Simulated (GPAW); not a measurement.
**Input and output of a self-consistent single point for BeO (P6_3mc, 8 atoms in the cell) (GPAW)**

Computed with PBE, GPAW PAW datasets PBE (gpaw-data 1.0.1) (plane waves; GPAW).

Input:

```python
from ase import Atoms
from ase.units import GPa
from gpaw import GPAW, PW

atoms = Atoms(['Be', 'Be', 'Be', 'Be', 'O', 'O', 'O', 'O'],
              cell=[[2.717311, 0.000000, 0.000000],
                    [-1.358656, 2.353261, 0.000000],
                    [0.000000, 0.000000, 8.895781]],
              positions=[[0.000000, 0.000000, 0.000000],
                         [0.000000, 0.000000, 4.447890],
                         [1.358657, 0.784420, 6.673437],
                         [-0.000002, 1.568841, 2.225546],
                         [0.000000, 0.000000, 7.224797],
                         [0.000000, 0.000000, 2.776907],
                         [1.358657, 0.784420, 5.010904],
                         [-0.000002, 1.568841, 0.563014]],
              pbc=True)

calc = GPAW(mode=PW(950),
            xc='PBE',
            kpts={'size': (14, 14, 4), 'gamma': True},
            occupations={'name': 'methfessel-paxton', 'width': 0.2, 'order': 0},
            nbands=-12,
            convergence={'forces': 0.001},
            symmetry={'symmorphic': False, 'tolerance': 0.0005},
            maxiter=150,
            txt='-')

atoms.calc = calc

energy = atoms.get_potential_energy()
print('Energy (eV):', round(energy, 6))
forces = atoms.get_forces()
print('Forces (eV/Ang):')
print(forces.round(5))
stress = atoms.get_stress()
print('Stress (GPa, Voigt):', (stress / GPa).round(4))
```

Output (repeated stretches shortened):

```
Input parameters:
  convergence: {forces: 0.001}
  kpts: {gamma: True,
         size: (14, 14, 4)}
  maxiter: 150
  mode: {ecut: 950.0,
         name: pw}
  nbands: -12
  occupations: {name: methfessel-paxton,
                order: 0,
                width: 0.2}
  symmetry: {symmorphic: False,
             tolerance: 0.0005}
  xc: PBE

species:
  Be:
    name: Beryllium
    Z: 4.0
    valence: 2
    core: 2
    charge: 0.0
    file: Be.PBE.gz

    # Using partial waves for Be as LCAO basis

  O:
    name: Oxygen
    Z: 8.0
    valence: 6
    core: 2
    charge: 0.0
    file: O.PBE.gz

    # Using partial waves for O as LCAO basis

Reference energy: -9756.149099  # eV

Spin-paired calculation

Convergence criteria:
 Maximum [total energy] change in last 3 cyles: 0.0005 eV / valence electron
 Maximum integral of absolute [dens]ity change: 0.0001 electrons / valence electron
 Maximum integral of absolute [eigenst]ate change: 4e-08 eV^2 / valence electron
 Maximum change in the atomic [forces] across last 2 cycles: 0.001 eV/Ang OR
Maximum error relative to the maximum force is below inf
 Maximum number of scf [iter]ations: 150

Symmetries present (total): 12
Symmetries with fractional translations: 6
784 k-points: 14 x 14 x 4 Monkhorst-Pack grid + [1/28,1/28,1/8]
72 k-points in the irreducible part of the Brillouin zone
       k-points in crystal coordinates                weights
   0:     0.00000000    0.00000000    0.00000000          1/784
   1:     0.00000000    0.00000000    0.25000000          2/784
   2:     0.00000000    0.00000000    0.50000000          1/784
   [... 7 lines left out ...]
          ...
  71:     0.50000000    0.50000000    0.50000000          3/784

Wave functions: Plane wave expansion
  Cutoff energy: 950.000 eV
  Number of coefficients (min, max): 3750, 3802
  Pulay-stress correction: 0.000000 eV/Ang^3 (de/decut=0.000000)

Occupation numbers: Methfessel-Paxton:
  width: 0.2000  # eV
  order: 0

Eigensolver

Densities:
  Coarse grid: 20*20*64 grid
  Fine grid: 40*40*128 grid
  Total Charge: 0.000000

Density mixing:
  Method: separate
  Backend: pulay
  Linear mixing parameter: 0.05
  old densities: 5
  Damping of long wavelength oscillations: 50

Hamiltonian:
  XC and Coulomb potentials evaluated on a 40*40*128 grid
  External potential:
    NoExternalPotential

XC parameters: PBE with 2 nearest neighbor stencil

Number of atoms: 8
Number of atomic orbitals: 32
Number of bands in calculation: 28
Number of valence electrons: 32
Bands to converge: occupied

Density initialized from atomic densities
  28 bands from LCAO basis set

Atomic positions and initial magnetic moments

Positions:
   0 Be     0.000000    0.000000    0.000000    ( 0.0000,  0.0000,  0.0000)
   1 Be     0.000000    0.000000    4.447890    ( 0.0000,  0.0000,  0.0000)
   2 Be     1.358657    0.784420    6.673437    ( 0.0000,  0.0000,  0.0000)
   3 Be    -0.000002    1.568841    2.225546    ( 0.0000,  0.0000,  0.0000)
   4 O      0.000000    0.000000    7.224797    ( 0.0000,  0.0000,  0.0000)
   5 O      0.000000    0.000000    2.776907    ( 0.0000,  0.0000,  0.0000)
   6 O      1.358657    0.784420    5.010904    ( 0.0000,  0.0000,  0.0000)
   7 O     -0.000002    1.568841    0.563014    ( 0.0000,  0.0000,  0.0000)

Unit cell:
           periodic     x           y           z      points  spacing
  1. axis:    yes    2.717311    0.000000    0.000000    20     0.1177
  2. axis:    yes   -1.358656    2.353261    0.000000    20     0.1177
  3. axis:    yes    0.000000    0.000000    8.895781    64     0.1390

  Lengths:   2.717311   2.717312   8.895781
  Angles:   90.000000  90.000000 120.000002

Effective grid spacing dv^(1/3) = 0.1305

     iter     time        total  log10-change:
                         energy   eigst   dens  force
iter:   1 --:--:--   -61.026407
iter:   2 --:--:--   -60.051335   -1.89  -0.80
iter:   3 --:--:--   -57.205303   -0.85  -0.84
iter:   4 --:--:--   -57.189977   -2.37  -1.18
iter:   5 --:--:--   -57.240752   -2.86  -1.36
iter:   6 --:--:--   -57.243712   -2.84  -2.36
iter:   7 --:--:--   -57.242788c  -2.79  -2.22
iter:   8 --:--:--   -57.238198c  -3.85  -2.33
iter:   9 --:--:--   -57.237669c  -3.89  -2.80
iter:  10 --:--:--   -57.237542c  -5.09  -3.11
iter:  11 --:--:--   -57.237542c  -6.59  -3.82
iter:  12 --:--:--   -57.237542c  -7.19  -3.96
iter:  13 --:--:--   -57.237542c  -7.43c -4.02c
iter:  14 --:--:--   -57.237542c  -8.00c -4.15c -2.66
iter:  15 --:--:--   -57.237542c  -8.54c -4.16c -3.10c

Converged after 15 iterations.

Dipole moment: (-0.000000, -0.000000, -3.099947) |e|*Ang

Energy contributions relative to reference atoms: (reference = -9756.149099)

Kinetic:        +58.304662
Potential:      -57.206521
External:        +0.000000
XC:             -59.097821
Entropy (-ST):   -0.000000
Local:           +0.762138
SIC:             +0.000000
--------------------------
Free energy:    -57.237542
Extrapolated:   -57.237542

Showing only first 2 kpts
 Kpt  Band  Eigenvalues  Occupancy
  0    14      4.36782    2.00000
  0    15      4.36783    2.00000
  0    16     11.61909    0.00000
  0    17     13.68954    0.00000

  1    14      4.33092    2.00000
  1    15      4.33093    2.00000
  1    16     11.83071    0.00000
  1    17     13.06962    0.00000

Fermi level: 6.18462

Gap: 7.251 eV
Transition (v -> c):
  (s=0, k=0, n=15, [0.00, 0.00, 0.00]) -> (s=0, k=0, n=16, [0.00, 0.00, 0.00])
No difference between direct/indirect transitions
Energy (eV): -57.237542

Forces in eV/Ang:
  0 Be    0.00000    0.00000    0.14793
  1 Be    0.00000   -0.00000    0.14793
  2 Be   -0.00000    0.00000   -0.04547
  3 Be    0.00000    0.00000   -0.04547
  4 O    -0.00000    0.00000    0.11789
  5 O     0.00000    0.00000    0.11789
  6 O     0.00000    0.00000   -0.21987
  7 O     0.00000    0.00000   -0.21987

Stress tensor:
    -0.006689    -0.000000     0.000000
    -0.000000    -0.006689     0.000000
     0.000000     0.000000     0.003506
Stress (GPa, Voigt): [-1.0716 -1.0716  0.5618  0.      0.     -0.    ]
```

The run converged in 15 iterations. GPAW prints stress with tension positive.

At such cutoffs GPAW's stress carries a finite-basis (Pulay) error, which enters relaxed cells too; its log prints stress with tension positive.

The starting cell was generated: these elements placed on a structure prototype, without a prior relaxation; it need not be a known phase or ordering of this composition. Its lattice was rescaled by a random factor within 2.5 % of one. The log's line on a gap gives a spacing of levels on this mesh, which the program prints for metals too.

Cost on one core of a shared machine: roughly 80 s.
